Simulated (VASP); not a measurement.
# BaTe (Fm-3m) in VASP: notebook

Runs on BaTe. Level: PBE. Tasks: band structure, dielectric tensor.

Program: VASP 6.6.1. These are calculated values, not measurements. Logs are shortened: lines on timing, memory, paths and dates and some standing lists are left out, and cuts for length are marked.

## Step 1: The crystal as given

Symmetry: Fm-3m, No. 225, cubic system. The conventional cell has a = 6.820 Å, b = 6.820 Å, c = 6.820 Å, α = 90.00°, β = 90.00°, γ = 90.00°. Around Ba (site symmetry m-3m) lie 6 Te at 3.41 Å. Te (site symmetry m-3m) has 6 Ba at 3.41 Å as nearest neighbours.

## Step 2: Band structure, PBE

The input, INCAR:

```
SYSTEM = BaTe
PREC = Accurate
ENCUT = 450
EDIFF = 1E-6
ISMEAR = 0
SIGMA = 0.02
LREAL = .FALSE.
LASPH = .TRUE.
NELM = 80
ALGO = Normal
ISIF = 2
LWAVE = .FALSE.
LCHARG = .FALSE.
GGA = PE
NBANDS = 15
```

The input, KPOINTS:

```
Automatic mesh
0
G
  6 6 6
  0 0 0
```

The input, POSCAR:

```
BaTe
1.0
    0.0000000000      3.4100000000      3.4100000000
    3.4100000000      0.0000000000      3.4100000000
    3.4100000000      3.4100000000      0.0000000000
Ba Te
1 1
Direct
    0.0000000000      0.0000000000      0.0000000000
    0.5000000000      0.5000000000      0.5000000000
```

The input, KPOINTS_OPT:

```
path GXWKGLUWLK,UX
10
line-mode
reciprocal
 0.0000000000  0.0000000000  0.0000000000  G
 0.5000000000  0.0000000000  0.5000000000  X

 0.5000000000  0.0000000000  0.5000000000  X
 0.5000000000  0.2500000000  0.7500000000  W

 0.5000000000  0.2500000000  0.7500000000  W
 0.3750000000  0.3750000000  0.7500000000  K

 0.3750000000  0.3750000000  0.7500000000  K
 0.0000000000  0.0000000000  0.0000000000  G

 0.0000000000  0.0000000000  0.0000000000  G
 0.5000000000  0.5000000000  0.5000000000  L

 0.5000000000  0.5000000000  0.5000000000  L
 0.6250000000  0.2500000000  0.6250000000  U

 0.6250000000  0.2500000000  0.6250000000  U
 0.5000000000  0.2500000000  0.7500000000  W

 0.5000000000  0.2500000000  0.7500000000  W
 0.5000000000  0.5000000000  0.5000000000  L

 0.5000000000  0.5000000000  0.5000000000  L
 0.3750000000  0.3750000000  0.7500000000  K

 0.6250000000  0.2500000000  0.6250000000  U
 0.5000000000  0.0000000000  0.5000000000  X
```

Potentials or basis: VASP PAW PBE potentials, release 64 (Ba_sv_GW, Te_GW).

Command:

```sh
$ cat potpaw_PBE.64/Ba_sv_GW/POTCAR potpaw_PBE.64/Te_GW/POTCAR > POTCAR
$ mpirun -np 1 vasp_std > vasp.out
```

OUTCAR:

```text
SYSTEM = BaTe
   PREC = Accurate
   ENCUT = 450
   EDIFF = 1E-6
   ISMEAR = 0
   LREAL = .FALSE.
   LASPH = .TRUE.
   NELM = 80
   ISIF = 2
   GGA = PE

 ion  position               nearest neighbor table
   1  0.000  0.000  0.000-
   2  0.500  0.500  0.500-

  LATTYP: Found a face centered cubic cell.
 ALAT       =     6.8200000000

  Lattice vectors:

 A1 = (   0.0000000000,   3.4100000000,   3.4100000000)
 A2 = (   3.4100000000,   0.0000000000,   3.4100000000)
 A3 = (   3.4100000000,   3.4100000000,   0.0000000000)

Analysis of symmetry for initial positions (statically):
=====================================================================
 Subroutine PRICEL returns:
 Original cell was already a primitive cell.

 Routine SETGRP: Setting up the symmetry group for a
 face centered cubic supercell.

 Subroutine GETGRP returns: Found 48 space group operations
 (whereof 48 operations were pure point group operations)
 out of a pool of 48 trial point group operations.

The static configuration has the point symmetry O_h .

Analysis of symmetry for dynamics (positions and initial velocities):
=====================================================================
 Subroutine PRICEL returns:
 Original cell was already a primitive cell.

 Routine SETGRP: Setting up the symmetry group for a
 face centered cubic supercell.

 Subroutine GETGRP returns: Found 48 space group operations
 (whereof 48 operations were pure point group operations)
 out of a pool of 48 trial point group operations.

The dynamic configuration has the point symmetry O_h .

 Subroutine INISYM returns: Found 48 space group operations
 (whereof 48 operations are pure point group operations),
 and found     1 'primitive' translations

----------------------------------------------------------------------------------------

                                     Primitive cell

  volume of cell :      79.3036

  direct lattice vectors                    reciprocal lattice vectors
     0.000000000  3.410000000  3.410000000    -0.146627566  0.146627566  0.146627566
     3.410000000  0.000000000  3.410000000     0.146627566 -0.146627566  0.146627566
     3.410000000  3.410000000  0.000000000     0.146627566  0.146627566 -0.146627566

  length of vectors
     4.822468248  4.822468248  4.822468248     0.253966394  0.253966394  0.253966394

  position of ions in fractional coordinates (direct lattice)
     0.000000000  0.000000000  0.000000000
     0.500000000  0.500000000  0.500000000

  ion indices of the primitive-cell ions
   primitive index   ion index
                 1           1
                 2           2

----------------------------------------------------------------------------------------

 KPOINTS: Automatic mesh

Automatic generation of k-mesh.
 Grid dimensions read from file:
 generate k-points for:    6    6    6

 Generating k-lattice:

  Cartesian coordinates                     Fractional coordinates (reciprocal lattice)
    -0.024437928  0.024437928  0.024437928     0.166666667  0.000000000  0.000000000
     0.024437928 -0.024437928  0.024437928     0.000000000  0.166666667  0.000000000
     0.024437928  0.024437928 -0.024437928     0.000000000  0.000000000  0.166666667

  Length of vectors
     0.042327732  0.042327732  0.042327732

  Shift w.r.t. Gamma in fractional coordinates (k-lattice)
     0.000000000  0.000000000  0.000000000

 Subroutine IBZKPT returns following result:
 ===========================================

 Found     16 irreducible k-points:

 Following reciprocal coordinates:
            Coordinates               Weight
  0.000000  0.000000  0.000000      1.000000
  0.166667  0.000000  0.000000      8.000000
  0.333333  0.000000  0.000000      8.000000
  0.500000  0.000000  0.000000      4.000000
  0.166667  0.166667  0.000000      6.000000
  0.333333  0.166667  0.000000     24.000000
[... 8 lines left out ...]
 -0.333333  0.333333  0.166667     24.000000
 -0.333333  0.500000  0.166667     12.000000
   k-points           NKPTS =     16   k-points in BZ     NKDIM =     16   number of bands    NBANDS=     15
   number of dos      NEDOS =    301   number of ions     NIONS =      2
   total plane-waves  NPLWV =  46656
   dimension x,y,z NGX =    36 NGY =   36 NGZ =   36
   dimension x,y,z NGXF=    72 NGYF=   72 NGZF=   72
   ions per type =               1   1
   NGX,Y,Z   is equivalent  to a cutoff of  12.41, 12.41, 12.41 a.u.
   NGXF,Y,Z  is equivalent  to a cutoff of  24.82, 24.82, 24.82 a.u.
 SYSTEM =  BaTe
   PREC   = accura    normal or accurate (medium, high low for compatibility)
   ISTART =      0    job   : 0-new  1-cont  2-samecut
   ICHARG =      2    charge: 1-file 2-atom 10-const
   ISPIN  =      1    spin polarized calculation?
   LNONCOLLINEAR =      F non collinear calculations
   LSORBIT =      F    spin-orbit coupling
   LASPH  =      T    aspherical Exc in radial PAW
   ENCUT  =  450.0 eV  33.07 Ry    5.75 a.u.   8.34  8.34  8.34*2*pi/ulx,y,z
   NELM   =     80;   NELMIN=  2; NELMDL= -5     # of ELM steps
   EDIFF  = 0.1E-05   stopping-criterion for ELM
   LREAL  =      F    real-space projection
   EDIFFG = 0.1E-04   stopping-criterion for IOM
   NSW    =      0    number of steps for IOM
   IBRION =     -1    ionic relax: 0-MD 1-quasi-New 2-CG
   NFREE  =      0    steps in history (QN), initial steepest desc. (CG)
   ISIF   =      2    stress and relaxation
   ISYM   =      2    0-nonsym 1-usesym 2-fastsym
   POTIM  = 0.5000    time-step for ionic-motion
   TEBEG  =    0.0;   TEEND  =   0.0 temperature during run
   PSTRESS=    0.0 pullay stress
   NELECT =      16.0000    total number of electrons
   NUPDOWN=      -1.0000    fix difference up-down
   EMIN   =  10.00;   EMAX   =-10.00  energy-range for DOS
   EFERMI =   0.00;   METHOD = LEGACY
   ISMEAR =     0;   SIGMA  =   0.02  broadening in eV -4-tet -1-fermi 0-gaus
   EFERMI_NEDOS =   21; number of points for ismear=-14 and -15
   IALGO  =     38    algorithm
   IMIX   =      4    mixing-type and parameters
     AMIX     =   0.40;   BMIX     =  1.00
     AMIX_MAG =   1.60;   BMIX_MAG =  1.00
  volume/ion in A,a.u.               =      39.65       267.58
  Fermi-wavevector in a.u.,A,eV,Ry     =   0.960175  1.814468 12.543704  0.921936
  Thomas-Fermi vector in A             =   2.089436
   LORBIT       =      0    0 simple, 1 ext, 2 COOP (PROOUT), +10 PAW based schemes
   GGA     = PE    functional components
   LHFCALC =     F    Hartree Fock is set to
   AEXX    =    0.0000 exact exchange contribution
   IVDW    =     0    specifies the selected vdW correction
   LEPSILON=     F    determine dielectric tensor
   LRPA    =     F    only Hartree local field effects (RPA)
 non-spin polarized calculation
 Gauss-broadening in eV      SIGMA  =   0.02
  energy-cutoff  :      450.00
  volume of cell :       79.30
 maximum number of plane-waves:      1759
 NGX is ok and might be reduce to    36
   NGX = 17   NGY = 17   NGZ = 17

 number of electron      15.9999998 magnetization

 Free energy of the ion-electron system (eV)
  ---------------------------------------------------
  ext. energy  EPLUGINS =         0.00000000
  ---------------------------------------------------
  free energy    TOTEN  =        -9.92537640 eV

  energy without entropy =       -9.92537640  energy(sigma->0) =       -9.92537640

 E-fermi :   4.2450     XC(G=0):  -8.7061

 val. band max:        4.0617749728   @ k =   0.0000   0.0000   0.0000
 cond. band min:       5.4810755775   @ k =   0.5000   0.5000   0.0000
 fundamental gap:      1.4193006047
 Fermi energy:         4.2449812219

 k-point     1 :       0.0000    0.0000    0.0000
  band No.  band energies     occupation
      1     -22.6391      2.00000
      2      -7.8177      2.00000
      3      -7.8177      2.00000
      4      -7.8177      2.00000
      5      -5.5914      2.00000
      6       4.0618      2.00000
      7       4.0618      2.00000
      8       4.0618      2.00000
      9       7.0189      0.00000
     10       7.0189      0.00000
     11       7.0189      0.00000
     12       7.3723      0.00000
     13       7.7239      0.00000
     14       7.7239      0.00000
     15      10.3370      0.00000

 k-point     2 :       0.1667    0.0000    0.0000
  band No.  band energies     occupation
      1     -22.6338      2.00000
      2      -8.0062      2.00000
      3      -7.8210      2.00000
      4      -7.8210      2.00000
      5      -5.3186      2.00000
      6       3.2233      2.00000
      7       3.6497      2.00000
      8       3.6497      2.00000
      9       7.0741      0.00000
     10       7.3728      0.00000
     11       7.3728      0.00000
     12       8.4663      0.00000
     13       8.5322      0.00000
     14       8.5322      0.00000
     15      11.0878      0.00000

 k-point     3 :       0.3333    0.0000    0.0000
  band No.  band energies     occupation
      1     -22.6235      2.00000
      2      -8.3043      2.00000
      3      -7.8276      2.00000
      4      -7.8276      2.00000
      5      -4.8347      2.00000
      6       2.1223      2.00000
      7       3.0683      2.00000
      8       3.0683      2.00000
      9       7.5042      0.00000
     10       8.2958      0.00000
     11       8.2958      0.00000
     12       9.8475      0.00000
     13      10.2729      0.00000
     14      10.2729      0.00000
     15      11.9381      0.00000

 k-point     4 :       0.5000    0.0000    0.0000
  band No.  band energies     occupation
      1     -22.6183      2.00000
      2      -8.4296      2.00000
      3      -7.8308      2.00000
      4      -7.8308      2.00000
      5      -4.6055      2.00000
      6       1.6796      2.00000
      7       2.8396      2.00000
      8       2.8396      2.00000
      9       8.2883      0.00000
     10       9.0961      0.00000
     11       9.2092      0.00000
     12       9.2092      0.00000
     13      10.6561      0.00000
     14      10.6561      0.00000
     15      12.1418      0.00000
[... 163 lines left out ...]
 k-point    14 :       0.5000    0.3333    0.1667
  band No.  band energies     occupation
      1     -22.6166      2.00000
      2      -8.2125      2.00000
      3      -7.9448      2.00000
      4      -7.8750      2.00000
      5      -4.9773      2.00000
      6       2.3383      2.00000
      7       3.0649      2.00000
      8       3.3701      2.00000
      9       6.8111      0.00000
     10       8.6868      0.00000
     11       9.1766      0.00000
     12       9.3374      0.00000
     13       9.9530      0.00000
     14      11.3131      0.00000
     15      11.8100      0.00000

 k-point    15 :      -0.3333    0.3333    0.1667
  band No.  band energies     occupation
      1     -22.6132      2.00000
      2      -8.2121      2.00000
      3      -7.9753      2.00000
      4      -7.9078      2.00000
      5      -4.9525      2.00000
      6       2.4019      2.00000
      7       3.0753      2.00000
      8       3.0804      2.00000
      9       7.6840      0.00000
     10       7.8132      0.00000
     11       9.7244      0.00000
     12       9.7690      0.00000
     13       9.8793      0.00000
     14      11.3900      0.00000
     15      11.9797      0.00000

 k-point    16 :      -0.3333    0.5000    0.1667
  band No.  band energies     occupation
      1     -22.6115      2.00000
      2      -8.0652      2.00000
      3      -8.0206      2.00000
      4      -7.9777      2.00000
      5      -5.1431      2.00000
      6       2.9176      2.00000
      7       3.0433      2.00000
      8       3.3303      2.00000
      9       6.5897      0.00000
     10       8.7134      0.00000
     11       9.0681      0.00000
     12       9.7418      0.00000
     13      10.1852      0.00000
     14      11.0715      0.00000
     15      11.7569      0.00000

------------------------ aborting loop because EDIFF is reached ----------------------------------------

  FORCE on cell =-STRESS in cart. coord.  units (eV):
  Direction    XX          YY          ZZ          XY          YZ          ZX
  --------------------------------------------------------------------------------------
  -------------------------------------------------------------------------------------
  Total        1.8612554      1.8612554      1.8612554      0.0000000     -0.0000000      0.0000000
  in kB       37.6030811     37.6030811     37.6030811      0.0000000     -0.0000000      0.0000000
  external PRESSURE =      37.6030811 kB  Pullay stress =       0.0000000 kB

 VOLUME and BASIS-vectors are now :
 -----------------------------------------------------------------------------
  energy-cutoff  :      450.00
  volume of cell :       79.30
      direct lattice vectors                 reciprocal lattice vectors
     0.000000000  3.410000000  3.410000000    -0.146627566  0.146627566  0.146627566
     3.410000000  0.000000000  3.410000000     0.146627566 -0.146627566  0.146627566
     3.410000000  3.410000000  0.000000000     0.146627566  0.146627566 -0.146627566

 POSITION                                       TOTAL-FORCE (eV/Angst)
 -----------------------------------------------------------------------------------
      0.00000      0.00000      0.00000         0.000000      0.000000      0.000000
      3.41000      3.41000      3.41000        -0.000000     -0.000000     -0.000000
 -----------------------------------------------------------------------------------
    total drift:                                0.000000      0.000000      0.000000

  FREE ENERGIE OF THE ION-ELECTRON SYSTEM (eV)
  ---------------------------------------------------
  free  energy   TOTEN  =        -9.9253763961 eV

  energy  without entropy=       -9.9253763961  energy(sigma->0) =       -9.92537640
```

Run time: 30 s. Hardware: 1 thread of Intel Xeon 6975P-C (Granite Rapids), shared host; peak memory 0.21 GiB.

Results:

```yaml
Free_energy: -9.9254 eV
Pressure: 3.8 GPa
Band_gap_on_the_k_mesh: 1.42 eV, indirect (least direct gap 1.76 eV)
Band_gap_along_the_path: 1.42 eV, indirect (least direct gap 1.76 eV)
```

Levels at the corners of the path, in eV from the valence-band top:
```
point  band 4  band 5  band 6  band 7  band 8  band 9  band 10  band 11  band 12  band 13
    Γ  -11.88   -9.65    0.00    0.00    0.00    2.96     2.96     2.96     3.31     3.66
    X  -12.00   -9.43   -1.07   -0.34   -0.34    1.42     4.65     5.09     6.06     6.11
    X  -12.00   -9.43   -1.07   -0.34   -0.34    1.42     4.65     5.09     6.06     6.11
    W  -12.08   -9.13   -1.37   -0.92   -0.92    3.54     3.54     5.13     5.51     6.13
    W  -12.08   -9.13   -1.37   -0.92   -0.92    3.54     3.54     5.13     5.51     6.13
    K  -11.96   -9.15   -1.32   -1.02   -0.80    2.55     5.17     5.38     5.54     5.90
    K  -11.96   -9.15   -1.32   -1.02   -0.80    2.55     5.17     5.38     5.54     5.90
    Γ  -11.88   -9.65    0.00    0.00    0.00    2.96     2.96     2.96     3.31     3.66
    Γ  -11.88   -9.65    0.00    0.00    0.00    2.96     2.96     2.96     3.31     3.66
    L  -11.89   -8.67   -2.38   -1.22   -1.22    4.23     5.03     5.15     5.15     6.59
    L  -11.89   -8.67   -2.38   -1.22   -1.22    4.23     5.03     5.15     5.15     6.59
    U  -11.96   -9.15   -1.32   -1.02   -0.80    2.55     5.17     5.38     5.54     5.90
    U  -11.96   -9.15   -1.32   -1.02   -0.80    2.55     5.17     5.38     5.54     5.90
    W  -12.08   -9.13   -1.37   -0.92   -0.92    3.54     3.54     5.13     5.51     6.13
    W  -12.08   -9.13   -1.37   -0.92   -0.92    3.54     3.54     5.13     5.51     6.13
    L  -11.89   -8.67   -2.38   -1.22   -1.22    4.23     5.03     5.15     5.15     6.59
    L  -11.89   -8.67   -2.38   -1.22   -1.22    4.23     5.03     5.15     5.15     6.59
    K  -11.96   -9.15   -1.32   -1.02   -0.80    2.55     5.17     5.38     5.54     5.90
    U  -11.96   -9.15   -1.32   -1.02   -0.80    2.55     5.17     5.38     5.54     5.90
    X  -12.00   -9.43   -1.07   -0.34   -0.34    1.42     4.65     5.09     6.06     6.11
```

Caveat: spin-orbit coupling is left out, which moves the levels of the heavy elements.

## Step 3: Dielectric tensor, PBE

The input, INCAR:

```
SYSTEM = BaTe
PREC = Accurate
ENCUT = 520
EDIFF = 1E-8
ISMEAR = 0
SIGMA = 0.02
LREAL = .False.
LASPH = .True.
NELM = 80
ALGO = Normal
ISIF = 2
LWAVE = .False.
LCHARG = .False.
GGA = PE
LEPSILON = .True.
```

The input, KPOINTS:

```
Automatic mesh
0
Gamma
  6 6 6
  0 0 0
```

POSCAR is that of step 2.

Potentials or basis: VASP PAW PBE potentials, release 64 (Ba_sv, Te).

Command:

```sh
$ cat potpaw_PBE.64/Ba_sv/POTCAR potpaw_PBE.64/Te/POTCAR > POTCAR
$ mpirun -np 1 vasp_std > vasp.out
```

OUTCAR:

```text
SYSTEM = BaTe
   PREC = Accurate
   ENCUT = 520
   EDIFF = 1E-8
   ISMEAR = 0
   LREAL = .False.
   LASPH = .True.
   NELM = 80
   ISIF = 2
   GGA = PE
   LEPSILON = .True.

 ion  position               nearest neighbor table
   1  0.000  0.000  0.000-   2 3.41   2 3.41   2 3.41   2 3.41   2 3.41   2 3.41
   2  0.500  0.500  0.500-   1 3.41   1 3.41   1 3.41   1 3.41   1 3.41   1 3.41

  LATTYP: Found a face centered cubic cell.
 ALAT       =     6.8200000000

  Lattice vectors:

 A1 = (   0.0000000000,   3.4100000000,   3.4100000000)
 A2 = (   3.4100000000,   0.0000000000,   3.4100000000)
[... 478 lines left out ...]
 -----------------------------------------------------------------------------
     0.00018  0.00000  0.00000
     0.00000  0.00018 -0.00000
     0.00000 -0.00000 -0.00113

 MACROSCOPIC STATIC DIELECTRIC TENSOR (including local field effects in DFT)
 ------------------------------------------------------
           6.773380     0.000000     0.000000
          -0.000000     6.773380    -0.000000
          -0.000000     0.000000     6.773380
 ------------------------------------------------------

 PIEZOELECTRIC TENSOR (including local field effects)  for field in x, y, z        (e  Angst)
          XX          YY          ZZ          XY          YZ          ZX
  --------------------------------------------------------------------------------
  x     0.00000     0.00000     0.00000     0.00000     0.00000     0.00000
  y     0.00000     0.00000     0.00000     0.00000     0.00000     0.00000
  z     0.00000     0.00000     0.00000     0.00000     0.00000     0.00000

 PIEZOELECTRIC TENSOR (including local field effects)  for field in x, y, z        (C/m^2)
          XX          YY          ZZ          XY          YZ          ZX
  --------------------------------------------------------------------------------
  x     0.00000     0.00000     0.00000     0.00000     0.00000     0.00000
  y     0.00000     0.00000     0.00000     0.00000     0.00000     0.00000
  z     0.00000     0.00000     0.00000     0.00000     0.00000     0.00000

 BORN EFFECTIVE CHARGES (including local field effects) (in |e|, cummulative output)
 ---------------------------------------------------------------------------------
 ion    1
    1     2.65401     0.00000     0.00000
    2     0.00000     2.65401     0.00000
    3     0.00000     0.00000     2.65401
 ion    2
    1    -2.65401     0.00000     0.00000
    2     0.00000    -2.65401     0.00000
    3     0.00000     0.00000    -2.65401
```

Run time: 2 min. Hardware: 1 thread of Intel Xeon 6975P-C (Granite Rapids), shared host; peak memory 0.28 GiB.

What came out:

| Property | Result |
| --- | --- |
| Band gap on the k mesh | 1.33 eV, indirect (least direct gap 1.71 eV) |
| Electronic dielectric tensor (diagonal) | 6.77 |
| Born charges (mean of the diagonal) | Ba +2.65; Te -2.65 e |

Electronic dielectric tensor:
```
6.77 0.00 0.00
0.00 6.77 0.00
0.00 0.00 6.77
```

Born effective charge tensors (e):
atom 1, Ba
```
2.65 0.00 0.00
0.00 2.65 0.00
0.00 0.00 2.65
```
atom 2, Te
```
-2.65  0.00  0.00
 0.00 -2.65  0.00
 0.00  0.00 -2.65
```

Caveat: spin-orbit coupling is left out, which moves the levels of the heavy elements.
